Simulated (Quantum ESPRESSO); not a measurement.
Crystal: PtS2.

```
CELL_PARAMETERS angstrom
3.54320 0.00000 0.00000
-1.77160 3.06850 0.00000
0.00000 0.00000 5.03880
ATOMIC_POSITIONS crystal
Pt 0.00000 0.00000 0.00000
S 0.66667 0.33333 0.77300
S 0.33333 0.66667 0.22700
```

Base run:

- Program: Quantum ESPRESSO 7.5
- Functional: PBEsol
- Potentials or basis: GBRV 1.5 PBEsol
- Cutoff: 612 eV
- Density cutoff: 4898 eV
- k mesh: 9 × 9 × 5
- Occupations: fermi-dirac, width 0.05 eV
- Spin: no spin polarisation
- Hubbard terms: Pt d U = 2 eV

Its results: band gap on the k mesh 0.95 eV, indirect (least direct gap 1.00 eV); pressure 6.2 GPa; largest force 0.979 eV/Å.

Task: The run is repeated on the same cell with these changes: hubbard terms from Pt d U = 2 eV to Pt d U = 8 eV. What comes out?

Result: Band gap on the k mesh 0.76 eV, indirect (least direct gap 0.91 eV); pressure 7.0 GPa; largest force 1.088 eV/Å.

Caveats: spin-orbit coupling is left out, which moves the levels of the heavy elements; an odd mesh through Γ misses points on the zone boundary, where band edges often lie; forces of over 1 eV/Å show positions far from the minimum, so gaps and moduli don't describe the material at rest (some runs).
